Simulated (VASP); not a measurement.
# Te (P3_121) in VASP: a series of runs

The runs below take Te through relaxation of cell and atoms, with PBE+D3(BJ).

All numbers are computed with VASP 6.6.1; they aren't measurements. Logs are shortened: lines on timing, memory, paths and dates and some standing lists are left out, and cuts for length are marked.

### Step 1. The crystal as given

Symmetry: P3_121, No. 152, trigonal system. The conventional cell has a = 4.454 Å, b = 4.454 Å, c = 5.924 Å, α = 90.00°, β = 90.00°, γ = 120.00°. Te (site symmetry 2) is surrounded by 2 Te at 2.86 Å.

### Step 2. Relaxation of cell and atoms, PBE+D3(BJ)

INCAR reads:

```
ALGO = Normal
EDIFF = 1E-7
EDIFFG = -0.002
ENCUT = 520
GGA = PE
IBRION = 2
ISIF = 3
ISMEAR = 0
IVDW = 12
LASPH = T
LCHARG = F
LREAL = F
LWAVE = F
NELM = 80
NSW = 80
PREC = Accurate
SIGMA = 0.02
```

KPOINTS reads:

```
k-points
0
Gamma
  3 3 2
```

POSCAR reads:

```
Te
1.0
    4.4540000000      0.0000000000      0.0000000000
   -2.2270000000      3.8572771500      0.0000000000
    0.0000000000      0.0000000000      5.9240000000
Te
3
Direct
    0.2690000000      0.0000000000      0.3333333300
    0.0000000000      0.2690000000      0.6666666700
    0.7310000000      0.7310000000      0.0000000000
```

Potentials or basis: VASP PAW PBE potentials, release 64 (Te).

On the command line:

```sh
$ cat potpaw_PBE.64/Te/POTCAR > POTCAR
$ mpirun -np 1 vasp_std > vasp.out
```

OUTCAR:

```text
EDIFF = 1E-7
   EDIFFG = -0.002
   ENCUT = 520
   GGA = PE
   IBRION = 2
   ISIF = 3
   ISMEAR = 0
   IVDW = 12
   LASPH = T
   LREAL = F
   NELM = 80
   NSW = 80
   PREC = Accurate
 IVDW          = 12

 ion  position               nearest neighbor table
   1  0.269  0.000  0.333-   3 2.86   2 2.86   3 3.47   3 3.47   2 3.47   2 3.47
   2  0.000  0.269  0.667-   3 2.86   1 2.86   3 3.47   3 3.47   1 3.47   1 3.47
   3  0.731  0.731  0.000-   1 2.86   2 2.86   1 3.47   2 3.47   2 3.47   1 3.47

  LATTYP: Found a hexagonal cell.
 ALAT       =     4.4540000000
 C/A-ratio  =     1.3300404131

  Lattice vectors:

 A1 = (   4.4540000000,   0.0000000000,   0.0000000000)
 A2 = (  -2.2270000000,   3.8572771500,   0.0000000000)
 A3 = (   0.0000000000,   0.0000000000,   5.9240000000)

Analysis of symmetry for initial positions (statically):
=====================================================================
 Subroutine PRICEL returns:
 Original cell was already a primitive cell.

 Routine SETGRP: Setting up the symmetry group for a
 hexagonal supercell.

 Subroutine GETGRP returns: Found  6 space group operations
 (whereof  2 operations were pure point group operations)
 out of a pool of 24 trial point group operations.

The static configuration has the point symmetry C_2 .
 The point group associated with its full space group is D_3 .

Analysis of symmetry for dynamics (positions and initial velocities):
=====================================================================
 Subroutine PRICEL returns:
 Original cell was already a primitive cell.

 Routine SETGRP: Setting up the symmetry group for a
 hexagonal supercell.

 Subroutine GETGRP returns: Found  6 space group operations
 (whereof  2 operations were pure point group operations)
 out of a pool of 24 trial point group operations.

The dynamic configuration has the point symmetry C_2 .
 The point group associated with its full space group is D_3 .

 Subroutine INISYM returns: Found  6 space group operations
 (whereof  2 operations are pure point group operations),
 and found     1 'primitive' translations

----------------------------------------------------------------------------------------

                                     Primitive cell

  volume of cell :     101.7762

  direct lattice vectors                    reciprocal lattice vectors
     4.454000000  0.000000000  0.000000000     0.224517288  0.129625117  0.000000000
    -2.227000000  3.857277150  0.000000000     0.000000000  0.259250233  0.000000000
     0.000000000  0.000000000  5.924000000     0.000000000  0.000000000  0.168804862

  length of vectors
     4.454000000  4.454000001  5.924000000     0.259250233  0.259250233  0.168804862

  position of ions in fractional coordinates (direct lattice)
     0.269000000  0.000000000  0.333333330
     0.000000000  0.269000000  0.666666670
     0.731000000  0.731000000  0.000000000

  ion indices of the primitive-cell ions
   primitive index   ion index
                 1           1
                 2           2
                 3           3

----------------------------------------------------------------------------------------

 KPOINTS: k-points

Automatic generation of k-mesh.
 Grid dimensions read from file:
 generate k-points for:    3    3    2

 Generating k-lattice:

  Cartesian coordinates                     Fractional coordinates (reciprocal lattice)
     0.074839096  0.043208372  0.000000000     0.333333333  0.000000000  0.000000000
     0.000000000  0.086416744  0.000000000     0.000000000  0.333333333  0.000000000
     0.000000000  0.000000000  0.084402431     0.000000000  0.000000000  0.500000000

  Length of vectors
     0.086416744  0.086416744  0.084402431

  Shift w.r.t. Gamma in fractional coordinates (k-lattice)
     0.000000000  0.000000000  0.000000000

 Subroutine IBZKPT returns following result:
 ===========================================

 Found      6 irreducible k-points:

 Following reciprocal coordinates:
            Coordinates               Weight
  0.000000  0.000000  0.000000      1.000000
  0.333333  0.000000  0.000000      6.000000
  0.333333  0.333333  0.000000      2.000000
  0.000000  0.000000  0.500000      1.000000
  0.333333  0.000000  0.500000      6.000000
  0.333333  0.333333  0.500000      2.000000
   k-points           NKPTS =      6   k-points in BZ     NKDIM =      6   number of bands    NBANDS=     13
   number of dos      NEDOS =    301   number of ions     NIONS =      3
   total plane-waves  NPLWV =  62208
   dimension x,y,z NGX =    36 NGY =   36 NGZ =   48
   dimension x,y,z NGXF=    72 NGYF=   72 NGZF=   96
   ions per type =               3
   NGX,Y,Z   is equivalent  to a cutoff of  13.44, 13.44, 13.47 a.u.
   NGXF,Y,Z  is equivalent  to a cutoff of  26.87, 26.87, 26.94 a.u.
 SYSTEM =  unknown system
   PREC   = accura    normal or accurate (medium, high low for compatibility)
   ISTART =      0    job   : 0-new  1-cont  2-samecut
   ICHARG =      2    charge: 1-file 2-atom 10-const
   ISPIN  =      1    spin polarized calculation?
   LNONCOLLINEAR =      F non collinear calculations
   LSORBIT =      F    spin-orbit coupling
   LASPH  =      T    aspherical Exc in radial PAW
   ENCUT  =  520.0 eV  38.22 Ry    6.18 a.u.   8.28  8.28 11.01*2*pi/ulx,y,z
   NELM   =     80;   NELMIN=  2; NELMDL= -5     # of ELM steps
   EDIFF  = 0.1E-06   stopping-criterion for ELM
   LREAL  =      F    real-space projection
   EDIFFG = -.2E-02   stopping-criterion for IOM
   NSW    =     80    number of steps for IOM
   IBRION =      2    ionic relax: 0-MD 1-quasi-New 2-CG
   NFREE  =      1    steps in history (QN), initial steepest desc. (CG)
   ISIF   =      3    stress and relaxation
   ISYM   =      2    0-nonsym 1-usesym 2-fastsym
   POTIM  = 0.5000    time-step for ionic-motion
   TEBEG  =    0.0;   TEEND  =   0.0 temperature during run
   PSTRESS=    0.0 pullay stress
   NELECT =      18.0000    total number of electrons
   NUPDOWN=      -1.0000    fix difference up-down
   EMIN   =  10.00;   EMAX   =-10.00  energy-range for DOS
   EFERMI =   0.00;   METHOD = LEGACY
   ISMEAR =     0;   SIGMA  =   0.02  broadening in eV -4-tet -1-fermi 0-gaus
   EFERMI_NEDOS =   21; number of points for ismear=-14 and -15
   IALGO  =     38    algorithm
   IMIX   =      4    mixing-type and parameters
     AMIX     =   0.40;   BMIX     =  1.00
     AMIX_MAG =   1.60;   BMIX_MAG =  1.00
  volume/ion in A,a.u.               =      33.93       228.94
  Fermi-wavevector in a.u.,A,eV,Ry     =   0.918933  1.736531 11.489263  0.844437
  Thomas-Fermi vector in A             =   2.044070
   LORBIT       =      0    0 simple, 1 ext, 2 COOP (PROOUT), +10 PAW based schemes
   GGA     = PE    functional components
   LHFCALC =     F    Hartree Fock is set to
   AEXX    =    0.0000 exact exchange contribution
   IVDW    =    12    specifies the selected vdW correction
   LEPSILON=     F    determine dielectric tensor
   LRPA    =     F    only Hartree local field effects (RPA)
 conjugate gradient relaxation of ions
 non-spin polarized calculation
 Gauss-broadening in eV      SIGMA  =   0.02
  energy-cutoff  :      520.00
  volume of cell :      101.78
 maximum number of plane-waves:      2754
 NGX is ok and might be reduce to    36
   NGX = 17   NGY = 17   NGZ = 23

--------------------------------------- Ionic step        1  -------------------------------------------

 number of electron      17.9999999 magnetization

 Free energy of the ion-electron system (eV)
  ---------------------------------------------------
  ext. energy  EPLUGINS =         0.00000000
  ---------------------------------------------------
  free energy    TOTEN  =        -9.23209920 eV

  energy without entropy =       -9.23209920  energy(sigma->0) =       -9.23209920

------------------------ aborting loop because EDIFF is reached ----------------------------------------

 Edisp (eV)   -1.29099

 E8    (eV) :    -0.5927

  FORCE on cell =-STRESS in cart. coord.  units (eV):
  Direction    XX          YY          ZZ          XY          YZ          ZX
  --------------------------------------------------------------------------------------
  -------------------------------------------------------------------------------------
  Total      -0.00622    -0.00622    -0.50871     0.00000    -0.00000     0.00000
  in kB      -0.09793    -0.09793    -8.00815     0.00000    -0.00000     0.00000
  external pressure =       -2.73 kB  Pullay stress =        0.00 kB
[... 100 lines left out ...]
  FREE ENERGIE OF THE ION-ELECTRON SYSTEM (eV)
  ---------------------------------------------------
  free  energy   TOTEN  =       -10.5258994277 eV

  energy  without entropy=      -10.5258994277  energy(sigma->0) =      -10.52589943

[... ionic steps 4 to 9 ...]

--------------------------------------- Ionic step       10  -------------------------------------------

 number of electron      18.0000000 magnetization

------------------------ aborting loop because EDIFF is reached ----------------------------------------

 Edisp (eV)   -1.27880

 E8    (eV) :    -0.5870
[... 71 lines left out ...]
  energy  without entropy=      -10.5292476534  energy(sigma->0) =      -10.52924765

--------------------------------------- Ionic step       12  -------------------------------------------

 number of electron      18.0000000 magnetization

 Free energy of the ion-electron system (eV)
  ---------------------------------------------------
  ext. energy  EPLUGINS =         0.00000000
  ---------------------------------------------------
  free energy    TOTEN  =        -9.25006355 eV

  energy without entropy =       -9.25006355  energy(sigma->0) =       -9.25006355

 E-fermi :   6.0261     XC(G=0):  -9.0154

 val. band max:        5.8842806954   @ k =   0.3333   0.3333   0.5000
 cond. band min:       6.1790131469   @ k =   0.3333   0.3333   0.5000
 fundamental gap:      0.2947324515
 Fermi energy:         6.0261107720

 k-point     1 :       0.0000    0.0000    0.0000
  band No.  band energies     occupation
      1      -7.7508      2.00000
      2      -4.3909      2.00000
      3      -4.3909      2.00000
      4       2.6807      2.00000
      5       3.0334      2.00000
      6       3.0334      2.00000
      7       4.1456      2.00000
      8       4.1456      2.00000
      9       5.0316      2.00000
     10       6.9139      0.00000
     11       6.9139      0.00000
     12       7.3964      0.00000
     13      10.8555      0.00000
[... 112 lines left out ...]
  FREE ENERGIE OF THE ION-ELECTRON SYSTEM (eV)
  ---------------------------------------------------
  free  energy   TOTEN  =       -10.5292489026 eV

  energy  without entropy=      -10.5292489026  energy(sigma->0) =      -10.52924890

 reached required accuracy - stopping structural energy minimisation
```

Run time: 42 s. Hardware: 1 thread of Intel Xeon 6975P-C (Granite Rapids), shared host; peak memory 0.24 GiB.

What came out:

* Free energy: -10.5292 eV
* Relaxed volume: 34.20 Å³/atom
* Relaxed cell: a = 4.506 Å, b = 4.506 Å, c = 5.835 Å, α = 90.00°, β = 90.00°, γ = 120.00°
* Space group after relaxing (to 0.05 Å): P3_121 (No. 152)
* Energy gained by relaxing: 2.1 meV/atom
* Ionic steps: 12
* Pressure after relaxing: 0.0 GPa
* Band gap on the k mesh: 0.29 eV, direct
* Dispersion energy per atom: -0.426 eV

Step by step:
| step | energy change (eV) | largest force (eV/Å) | pressure (GPa) | volume (Å³) |
| --- | --- | --- | --- | --- |
| 1 | 0.0000 | 0.1150 | -0.27 | 101.78 |
| 2 | -0.0028 | 0.0145 | 0.38 | 100.92 |
| 3 | -0.0028 | 0.0244 | 0.31 | 101.00 |
| 4 | -0.0048 | 0.0135 | 0.20 | 101.60 |
| 5 | -0.0058 | 0.0176 | -0.09 | 103.21 |
| 6 | -0.0061 | 0.0076 | 0.00 | 102.67 |
| 7 | -0.0061 | 0.0069 | 0.00 | 102.64 |
| 8 | -0.0061 | 0.0063 | 0.01 | 102.61 |
| 9 | -0.0061 | 0.0006 | -0.01 | 102.63 |
| 10 | -0.0061 | 0.0004 | -0.01 | 102.63 |
| 11 | -0.0062 | 0.0005 | 0.00 | 102.61 |
| 12 | -0.0062 | 0.0005 | 0.00 | 102.60 |

Final structure:
```xyz
3
Lattice="4.5059 0.0000 0.0000 -2.2530 3.9022 0.0000 0.0000 0.0000 5.8353" Properties=species:S:1:pos:R:3 pbc="T T T"
Te    1.1986    0.0000    1.9451
Te    3.9066    1.0380    3.8902
Te    1.6537    2.8643    0.0000
```

Caveat: the k mesh is coarse (spacing up to 0.54 Å⁻¹), so the values aren't converged; spin-orbit coupling is left out, which moves the levels of the heavy elements; an odd mesh through Γ misses points on the zone boundary, where band edges often lie.

[end of part 1 of 2]
